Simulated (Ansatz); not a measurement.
The system is CdTe.

```
CELL_PARAMETERS angstrom
0.00000 3.20500 3.20500
3.20500 0.00000 3.20500
3.20500 3.20500 0.00000
ATOMIC_POSITIONS crystal
Te 0.75000 0.75000 0.75000
Cd 0.00000 0.00000 0.00000
```

Program: Ansatz 0.2.0. Alike in all runs: task band structure; cell as given; k mesh 7 × 7 × 7; cutoff (eV) 420; smearing fermi-dirac 0.05 eV.

Question: Order these runs on this cell by their pressure, lowest first.
A. level LDA; potentials or basis Ansatz PAW; spin off
B. level exchange-only PBE; potentials or basis Ansatz PAW; spin off
C. level PBE; potentials or basis Ansatz PAW polarizable; spin off
D. level PBEsol; potentials or basis Ansatz PAW; spin SOC, no magnetisation

Answer: A (0.0 GPa), D (1.7 GPa), C (4.2 GPa), B (11.5 GPa).

Caveats: the PAW data sets come from PBE, with cores solved anew for the run's functional, which leaves a small shift of forces and pressure (some runs).
